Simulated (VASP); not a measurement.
# Sn: equation of state with PBEsol

Sn:

```
Sn
1.0
    -1.89465    1.89465    1.89465
     1.89465   -1.89465    1.89465
     1.89465    1.89465   -1.89465
Sn
1
Direct
  0.00000 0.00000 0.00000
```

This isn't the form of Sn at room conditions, which is tetragonal (white tin).

| Quantity | Value |
| --- | --- |
| Program | VASP 6.6.1 |
| Task | equation of state |
| Functional | PBEsol |
| Potentials or basis | VASP PAW PBE potentials, release 64 (Sn_d) |
| Cutoff | 520 eV |
| k mesh | 10 × 10 × 10 |
| Occupations | fermi-dirac, width 0.05 eV |
| Spin | no spin polarisation |

- Equilibrium volume: 25.98 Å³/atom
- Bulk modulus: 53 GPa
- Pressure derivative of the bulk modulus: 4.8

Energy against volume, from the lowest point:
| volume (Å³/atom) | energy (meV/atom) |
| --- | --- |
| 25.573 | 1.03 |
| 26.117 | 0.00 |
| 26.661 | 2.67 |
| 27.205 | 8.52 |
| 27.749 | 17.22 |
| 28.293 | 28.45 |
| 28.837 | 41.93 |

All runs of the series together: 81 s on 1 thread of AMD EPYC 7R13 Processor (Zen 3), with other jobs on the host.

Caveat: the PAW data sets were made with another functional, which shifts forces and pressure a little.
